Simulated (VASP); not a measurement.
**ZnTe (relaxed from the zinc blende structure, space group F-43m): computed properties**

All values below come from PBEsol GGA, VASP's PBE PAW potentials (set 64) (plane waves; VASP).

```
Item                                                                              Value
---------------------------------------------  ----------------------------------------
space group                                                                 F-43m (216)
cell                                           a = b = c = 6.0638 Å, α = β = γ = 90.00°
volume per atom                                                          27.87 Å^3/atom
band gap (over mesh and band path)                                              1.25 eV
smallest direct gap (over mesh and band path)                                   1.25 eV
band-edge character                                                      direct, Γ to Γ
density                                                                      5.75 g/cm³
```

```
ZnTe
1.0
    0.00000     3.03188     3.03188
    3.03188     0.00000     3.03188
    3.03188     3.03188     0.00000
Zn Te
1 1
Direct
  0.00000   0.00000   0.00000
  0.25000   0.25000   0.25000
```

Unless said otherwise, spin-orbit coupling is left out, though it shifts the bands of the heavy elements here.

The structure was generated: ZnTe was put into the zinc blende type (F-43m), which need not be its known phase. It was relaxed first. Symmetry was kept, so distortions that lower it aren't found.
